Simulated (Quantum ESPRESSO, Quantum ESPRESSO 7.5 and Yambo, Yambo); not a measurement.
**Quasiparticle gap of BaTe (Fm-3m) in Yambo**

Wanted: ground state, empty states, screening and self-energy for BaTe (Fm-3m).

Calculated with Quantum ESPRESSO 7.5 and Yambo 5.3.0; PBE and many-body steps on it, plane waves.

Most raw output is cut from this account.

The database entry behind the starting cell differs from later determinations by our own check (about 0.2 % short), so it need not match the best structure at ambient conditions.

**1. Starting point**

Symmetry: Fm-3m, No. 225, cubic system. Conventional cell: a = 6.986 Å, b = 6.986 Å, c = 6.986 Å, α = 90.00°, β = 90.00°, γ = 90.00°. Ba has 6 Te at 3.49 Å nearest. Te has 6 Ba at 3.49 Å nearest. Farther neighbours and most contacts between anions are not listed.

The cell and positions come from the Crystallography Open Database and are kept as given unless a step says otherwise. Spin-orbit coupling is left out unless a step names it.

**2. Ground state**

This step: Quantum ESPRESSO 7.5; DFT, PBE, plane waves, norm-conserving pseudopotentials.

The ground-state density comes first.

Contents of pw.in:

```
&control
  calculation = 'scf'
  prefix = 'x'
  outdir = 'o'
  pseudo_dir = 'pseudo'
/
&system
  ibrav = 0
  nat = 2
  ntyp = 2
  ecutwfc = 68.0
  nbnd = 18
  force_symmorphic = .true.
/
&electrons
  conv_thr = 1e-10
  electron_maxstep = 80
  mixing_beta = 0.5
/
ATOMIC_SPECIES
  Ba 137.33 Ba.upf
  Te 127.6 Te.upf
CELL_PARAMETERS angstrom
  -0.0000000000 3.4930000000 3.4930000000
  3.4930000000 -0.0000000000 3.4930000000
  3.4930000000 3.4930000000 -0.0000000000
ATOMIC_POSITIONS crystal
  Ba 0.0000000000 0.0000000000 0.0000000000
  Te 0.5000000000 0.5000000000 0.5000000000
K_POINTS automatic
  6 6 6 0 0 0
```

Run with:

```console
$ OMP_NUM_THREADS=1 mpirun -n 4 pw.x -nk 4 -in pw.in > pw.out
```

Run time: 9.4 s. Hardware: 4 MPI ranks of Arm Neoverse V1, shared host; peak memory 0.31 GiB.

This step gave:

| Quantity | Value |
| --- | --- |
| total energy | -3621.3131 eV |
| gap | 1.541 eV |
| k of the valence top | 0, 0, 0 |
| k of the conduction bottom | 0, -0.5, -0.5 |
| least direct gap | 1.914 eV |

The gap is indirect, with the least direct gap 0.37 eV higher.

**3. Bands along the symmetry lines**

Levels along a band path, at the cheap level, show where the edges lie and whether the meshes to come will hold them.

Contents of pw.in:

```
&control
  calculation = 'bands'
  prefix = 'x'
  outdir = 'o'
  pseudo_dir = 'pseudo'
/
&system
  ibrav = 0
  nat = 2
  ntyp = 2
  ecutwfc = 68.0
  nbnd = 19
  force_symmorphic = .true.
/
&electrons
  conv_thr = 1e-9
  electron_maxstep = 80
  diago_full_acc = .true.
  diago_thr_init = 5e-6
/
ATOMIC_SPECIES
  Ba 137.33 Ba.upf
  Te 127.6 Te.upf
CELL_PARAMETERS angstrom
  -0.0000000000 3.4930000000 3.4930000000
  3.4930000000 -0.0000000000 3.4930000000
  3.4930000000 3.4930000000 -0.0000000000
ATOMIC_POSITIONS crystal
  Ba 0.0000000000 0.0000000000 0.0000000000
  Te 0.5000000000 0.5000000000 0.5000000000
K_POINTS crystal
  50
  0.00000000 0.00000000 0.00000000 1
  0.06250000 0.00000000 0.06250000 1
  0.12500000 0.00000000 0.12500000 1
  0.18750000 0.00000000 0.18750000 1
  0.25000000 0.00000000 0.25000000 1
  0.31250000 0.00000000 0.31250000 1
  0.37500000 0.00000000 0.37500000 1
  0.43750000 0.00000000 0.43750000 1
  0.50000000 0.00000000 0.50000000 1
  0.51562500 0.03125000 0.51562500 1
  0.53125000 0.06250000 0.53125000 1
  0.54687500 0.09375000 0.54687500 1
  0.56250000 0.12500000 0.56250000 1
  0.57812500 0.15625000 0.57812500 1
  0.59375000 0.18750000 0.59375000 1
  0.60937500 0.21875000 0.60937500 1
  0.62500000 0.25000000 0.62500000 1
  0.37500000 0.37500000 0.75000000 1
  0.32812500 0.32812500 0.65625000 1
  0.28125000 0.28125000 0.56250000 1
  0.23437500 0.23437500 0.46875000 1
  0.18750000 0.18750000 0.37500000 1
  0.14062500 0.14062500 0.28125000 1
  0.09375000 0.09375000 0.18750000 1
  0.04687500 0.04687500 0.09375000 1
  0.00000000 0.00000000 0.00000000 1
  0.06250000 0.06250000 0.06250000 1
  0.12500000 0.12500000 0.12500000 1
  0.18750000 0.18750000 0.18750000 1
  0.25000000 0.25000000 0.25000000 1
  0.31250000 0.31250000 0.31250000 1
  0.37500000 0.37500000 0.37500000 1
  0.43750000 0.43750000 0.43750000 1
  0.50000000 0.50000000 0.50000000 1
  0.50000000 0.46875000 0.53125000 1
  0.50000000 0.43750000 0.56250000 1
  0.50000000 0.40625000 0.59375000 1
  0.50000000 0.37500000 0.62500000 1
  0.50000000 0.34375000 0.65625000 1
  0.50000000 0.31250000 0.68750000 1
  0.50000000 0.28125000 0.71875000 1
  0.50000000 0.25000000 0.75000000 1
  0.50000000 0.21875000 0.71875000 1
  0.50000000 0.18750000 0.68750000 1
  0.50000000 0.15625000 0.65625000 1
  0.50000000 0.12500000 0.62500000 1
  0.50000000 0.09375000 0.59375000 1
  0.50000000 0.06250000 0.56250000 1
  0.50000000 0.03125000 0.53125000 1
  0.50000000 0.00000000 0.50000000 1
```

Wall time 7.4 s (4 MPI ranks); peak memory 0.26 GiB.

Numbers from this step:

```
gap                        : 1.541 eV
k of the valence top       : 0, 0, 0
k of the conduction bottom : 0.5, 0, 0.5
least direct gap           : 1.914 eV
```

The gap is 1.541 eV, as in the run before at this level.

Electronic bands along the path, in eV, zero at the top of the highest filled band:

| point | band 10 | band 11 | band 12 | band 13 | band 14 | band 15 | band 16 | band 17 |
| --- | --- | --- | --- | --- | --- | --- | --- | --- |
| Γ | -9.54 | 0.00 | 0.00 | 0.00 | 2.95 | 2.96 | 2.96 | 2.96 |
| halfway | -9.22 | -1.51 | -0.30 | -0.30 | 2.10 | 3.81 | 3.97 | 4.60 |
| X | -9.34 | -1.11 | -0.37 | -0.37 | 1.54 | 4.48 | 4.70 | 5.65 |
| halfway | -9.28 | -1.10 | -0.69 | -0.50 | 1.86 | 4.80 | 5.08 | 5.55 |
| U | -9.14 | -1.26 | -1.04 | -0.76 | 2.59 | 5.04 | 5.22 | 5.24 |
| jump to K | -9.14 | -1.26 | -1.04 | -0.76 | 2.59 | 5.04 | 5.22 | 5.24 |
| halfway | -9.08 | -1.61 | -0.91 | -0.53 | 3.37 | 3.63 | 3.94 | 4.58 |
| Γ | -9.54 | 0.00 | 0.00 | 0.00 | 2.95 | 2.96 | 2.96 | 2.96 |
| halfway | -9.16 | -1.36 | -0.66 | -0.66 | 3.14 | 3.68 | 3.68 | 4.88 |
| L | -8.80 | -2.23 | -1.12 | -1.12 | 4.20 | 4.81 | 4.95 | 4.95 |
| halfway | -8.96 | -1.81 | -1.02 | -0.99 | 3.72 | 4.00 | 5.27 | 5.52 |
| W | -9.13 | -1.27 | -0.93 | -0.93 | 3.54 | 3.54 | 4.87 | 5.19 |
| halfway | -9.23 | -1.08 | -0.87 | -0.62 | 2.17 | 4.67 | 5.05 | 5.45 |
| X | -9.34 | -1.11 | -0.37 | -0.37 | 1.54 | 4.48 | 4.70 | 5.65 |

**4. Empty states on the mesh, 4×4×4 mesh, 80 bands**

The sums over transitions need many empty states on a uniform mesh; this step solves for them.

Contents of pw.in:

```
&control
  calculation = 'nscf'
  prefix = 'x'
  outdir = 'o'
  pseudo_dir = 'pseudo'
/
&system
  ibrav = 0
  nat = 2
  ntyp = 2
  ecutwfc = 68.0
  nbnd = 80
  force_symmorphic = .true.
/
&electrons
  conv_thr = 1e-9
  electron_maxstep = 80
  diago_full_acc = .true.
  diago_thr_init = 5e-6
/
ATOMIC_SPECIES
  Ba 137.33 Ba.upf
  Te 127.6 Te.upf
CELL_PARAMETERS angstrom
  -0.0000000000 3.4930000000 3.4930000000
  3.4930000000 -0.0000000000 3.4930000000
  3.4930000000 3.4930000000 -0.0000000000
ATOMIC_POSITIONS crystal
  Ba 0.0000000000 0.0000000000 0.0000000000
  Te 0.5000000000 0.5000000000 0.5000000000
K_POINTS automatic
  4 4 4 0 0 0
```

Run time: 8.7 s. Hardware: 4 MPI ranks; peak memory 0.37 GiB; 34 s of CPU time.

Numbers from this step:

```yaml
gap: 1.541 eV
k_of_the_valence_top: 0, 0, 0
k_of_the_conduction_bottom: 0, -0.5, -0.5
least_direct_gap: 1.914 eV
k_points_computed: 8
lowest_point_of_the_top_converged_band_above_the_valence_top: 42.61 eV
```

On this mesh the gap is 1.541 eV.

**5. Conversion and set-up**

This step: Yambo 5.3.0; conversion and set-up on PBE, plane waves, norm-conserving pseudopotentials.

The states are converted to the many-body program's format and the q mesh is built.

Run with:

```console
$ (cd o/x.save; p2y > p2y.log; mv SAVE ../..); yambo > setup.log
```

Run time: 3 s. Hardware: 1 MPI rank; peak memory 0.26 GiB.

**6. Screening and self-energy, 4×4×4 mesh, 80 bands, screening to 88.4 eV**

G0W0 replaces the xc potential by the self-energy, built once from these orbitals. Only a window of levels is corrected, while the sums run over the empty bands that the input names.

This step: G0W0 on PBE, plane waves, norm-conserving pseudopotentials.

Contents of gw1.in:

```
HF_and_locXC
gw0
dyson
ppa
em1d
rim_cut
RandQpts= 1000000
RandGvec= 1 RL
EXXRLvcs= 68 Ry
VXCRLvcs= 272 Ry
Chimod= "HARTREE"
% BndsRnXp
 1 | 80 |
%
NGsBlkXp= 6.5 Ry
% LongDrXp
 1 | 1 | 1 |
%
% GbndRnge
 1 | 80 |
%
DysSolver= "n"
ExtendOut
PPAPntXp= 27.21138 eV
% QPkrange
 1 | 1 | 12 | 15 |
 7 | 7 | 12 | 15 |
%
```

Run with:

```console
$ OMP_NUM_THREADS=1 mpirun -n 4 yambo -F gw1.in -J gw1 -C gw1 > gw1.log
```

It took 65 s on 4 MPI ranks; peak memory 1.8 GiB; 4.3 min of CPU time.

This step gave:

```yaml
g0w0_gap_on_the_points_computed: 2.909 eV
starting_gap_on_the_mesh: 1.541 eV
k_of_the_valence_top: 0, 0, 0
k_of_the_conduction_bottom: 0, -0.5, -0.5
least_direct_g0w0_gap_on_the_computed_points: 3.293 eV
z_at_the_valence_top: 0.8008
z_at_the_conduction_bottom: 0.8224
```

The gap on the mesh goes from 1.54 eV to 2.91 eV, a correction of +1.37 eV.

Limits: finite bands, cutoff and mesh; exchange with frozen shells missing; no spin-orbit coupling. v1 is the top filled band, c1 the lowest empty one. The levels before and after the correction (eV, zero at the valence-band top of each column):

|  | conduction bottom | valence top |
| --- | --- | --- |
| Kohn-Sham | 1.54 | 0.00 |
| G0W0 | 2.91 | 0.00 |

|  | level | energy (eV) |
| --- | --- | --- |
| Kohn-Sham | Γ v2-v1 | 0.000 |
| Kohn-Sham | Γ c1 | 2.952 |
| Kohn-Sham | Γ c2 | 2.958 |
| Kohn-Sham | (0 -0.5 -0.5) v2-v1 | -0.373 |
| Kohn-Sham | (0 -0.5 -0.5) c1 | 1.541 |
| Kohn-Sham | (0 -0.5 -0.5) c2 | 4.478 |
| G0W0 | Γ v2-v1 | 0.000 |
| G0W0 | Γ c1 | 4.246 |
| G0W0 | Γ c2 | 4.554 |
| G0W0 | (0 -0.5 -0.5) v2-v1 | -0.384 |
| G0W0 | (0 -0.5 -0.5) c1 | 2.909 |
| G0W0 | (0 -0.5 -0.5) c2 | 6.422 |

**7. Where the time went**

Times are wall times on the hardware named with each run, good to a factor of about two.

| step | time | share | memory (GiB) |
| --- | --- | --- | --- |
| ground state | 9.4 s | 10 % | 0.31 |
| bands along the symmetry lines | 7.4 s | 8 % | 0.26 |
| empty states on the mesh | 8.7 s | 9 % | 0.37 |
| conversion and set-up | 3 s | 3 % | 0.26 |
| screening and self-energy | 65 s | 70 % | 1.8 |

**8. Outcome**

```
PBE gap              : 1.54 eV, indirect
G0W0 gap on the mesh : 2.91 eV
GW settings          : 4×4×4 mesh, 80 bands, screening to 88.4 eV, Godby-Needs plasmon pole
known limits         : not at the basis limit; exchange with frozen shells missing; no spin-orbit coupling
```

What this shows: G0W0 moves the gap on the mesh from 1.54 eV to 2.91 eV (+1.37 eV), with Z of 0.80 and 0.82 at the edges. Only 2 of the mesh's irreducible points were corrected, so a valley elsewhere could overtake. The dearest step here is «screening and self-energy». Bands and cutoff are finite, so the gap is not at the basis limit. The miss can reach some tenths of an eV and take either sign; the mesh is an error of its own. In the G0W0 run levels were corrected at 2 k points alone, so a gap called «on the mesh» is the least over those, and an edge elsewhere would be missed. The norm-conserving file of at least one element keeps a d shell over frozen s and p shells of the same row. Exchange with those shells is missing from the self-energy, an error of 0.3 to 0.9 eV in cases checked, whose sign depends on which edge lies on those atoms. The many-body steps are scalar-relativistic: spin-orbit coupling is not in them.

[Paths, hosts, dates, memory and timing lines, banners, echoed tables and standing remarks are left out of the program output.]

[Logs are printed without paths, hosts, clocks, repeated set-up lines and the standing remarks that a program may print on its own settings, such as how far it seeks lower states.]

[Runs of the session that timed out or met a known fault of the program may be left out.]

[Hosts, paths, dates, database ids (printed as entryN), source tags and the programs' standing remarks are cut or masked in the printed files.]
